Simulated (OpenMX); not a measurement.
Runs of OpenMX 3.8.5 on Sc. Symmetry: P6_3/mmc, No. 194, hexagonal system. The conventional cell has a = 3.309 Å, b = 3.309 Å, c = 5.273 Å, α = 90.00°, β = 90.00°, γ = 120.00°. Around Sc (site symmetry -6m2) lie 12 Sc at 3.26 to 3.31 Å. 

```tsv
task	level	potentials or basis	grid points, held for all volumes	max SCF cycles	pressure (GPa)	V0 of scaled cells (Å³/atom)	B0 (GPa)	largest force (eV/Å)
equation of state	PBE	OpenMX 2013 PBE set, Sc7.0-s3p3d2f1, fixed grid of 35 × 35 × 63 points	35 × 35 × 63	-	-	(b)	55	-
band structure	PBE	OpenMX 2013 PBE set, Sc7.0-s3p2d2, grid cutoff 400 Ry	-	100	-1.1	-	-	0.01
band structure	PBE	OpenMX 2013 PBE set, Sc7.0-s3p3d2f1, grid cutoff 400 Ry	-	100	-0.6	-	-	0.01
equation of state	PBE	OpenMX 2013 PBE set, Sc7.0-s3p2d2, fixed grid of 35 × 35 × 63 points	35 × 35 × 63	-	-	24.50	59	-
band structure	LDA	OpenMX 2013 LDA set, Sc7.0-s3p2d2, grid cutoff 400 Ry	-	100	(a)	-	-	0.01
```

Alike in all rows: no spin polarisation; cell as given; k mesh 9 × 9 × 5; smearing fermi-dirac 0.05 eV.

Fill in the values left out.

(a) -5.7; (b) 24.73.

Caveats: the basis of atomic orbitals isn't converged, which shifts pressures, moduli and gaps; volumes in these bases differ from converged ones by about 1 %, for some elements by several (some runs); the cell was scaled at fixed shape and fractional positions, which overstates the stiffness of a crystal with free parameters, most of all of layers and chains (some runs).

Not every run made on this cell is shown here.
